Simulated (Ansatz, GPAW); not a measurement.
This is a calculation of CoO for Ansatz 0.2.0. The cell is a database's computed one, not the measured one.

Contents of input.yaml:

```yaml
crystal:
  lattice:
    - [1.5054695445, 0.8691832468, 2.4399269062]
    - [-1.5054695445, 0.8691832468, 2.4399269062]
    - [0.0, -1.7383664936, 2.4399269062]
  atoms:
    - { symbol: Co, position: [0.0, 0.0, 0.0], spin: 2.0 }
    - { symbol: O, position: [0.5, 0.5, 0.5] }
kpoints:
  mp_grid: { grid: [11, 11, 11] }
scf:
  occupations: { method: gaussian, width: 0.05 }
hamiltonian:
  xc: lda
  pseudopotentials: { kind: all_electron, lapw: { basis_error: 0.001 } }
magnetization:
  spin_polarized: true
output:
  forces: true
  stress: true
  eigenvalues: true
```

Potentials or basis: all-electron LAPW, scalar-relativistic.

Command:

```sh
$ ansatz run input.yaml --threads 2 --pin off --max-ram 6144MiB --backend cpu --events-out ev --progress --plain --runs-dir out
```

Question: Translate it to GPAW 26.7.0 (ASE script). Potentials or basis there: the program's PAW data sets (release 1.2.1) made for this functional, cutoff 800 eV.

Answer: As run (cutoffs and basis follow the program's own potentials, and thresholds, step limits or extra output files can differ):

run.py

```python
from ase.dft.bandgap import bandgap
from ase.io import read, write
from ase.units import GPa
from gpaw import GPAW, PW

atoms = read('CoO.xyz')
atoms.set_initial_magnetic_moments([2.0, 0.0])

calc = GPAW(mode=PW(800),
            xc='LDA',
            kpts={'size': (11, 11, 11), 'gamma': True},
            occupations={'name': 'methfessel-paxton', 'order': 0, 'width': 0.05},
            nbands=17,
            convergence={'density': 1e-05, 'energy': 1e-05},
            maxiter=150,
            txt='gpaw.txt')
atoms.calc = calc
energy = atoms.get_potential_energy()
forces = atoms.get_forces()
stress = atoms.get_stress()
calc.write('gs.gpw')
write('result.traj', atoms)
print(f'Energy: {energy:.6f} eV')
print('Forces (eV/A):')
print(forces.round(4))
print('Stress (GPa):', (stress / GPa).round(3))
print('Moments:', calc.get_magnetic_moments().round(3))
print('Fermi level:', round(calc.get_fermi_level(), 4), 'eV')
print(f'Gap: {bandgap(calc)[0]:.4f} eV, direct: {bandgap(calc, direct=True)[0]:.4f} eV')
```

Contents of CoO.xyz:

```xyz
2
Lattice="1.5054695445 0.8691832468 2.4399269062 -1.5054695445 0.8691832468 2.4399269062 0.0000000000 -1.7383664936 2.4399269062" Properties=species:S:1:pos:R:3 pbc="T T T"
Co     0.0000000000      0.0000000000      0.0000000000
O      0.0000000000      0.0000000000      3.6598903593
```

Potentials or basis: the program's PAW data sets (release 1.2.1) made for this functional, pw.

Launch:

```console
$ OMP_NUM_THREADS=1 python run.py
```

Both were run:

|  | Ansatz | GPAW |
| --- | --- | --- |
| Pressure | -18.2 GPa | -17.4 GPa |
| Net moment | 2.85 μB per cell | 2.84 μB per cell |

Where Ansatz's input types no cutoff or centring, it takes its own default and a Γ-centred mesh.

The two programs' LDA may be different fits to the electron gas.

The magnetic state is the one that the start led to; the real crystal's order can differ.

The cell lies far from this level's equilibrium.

Pressure is positive in compression.
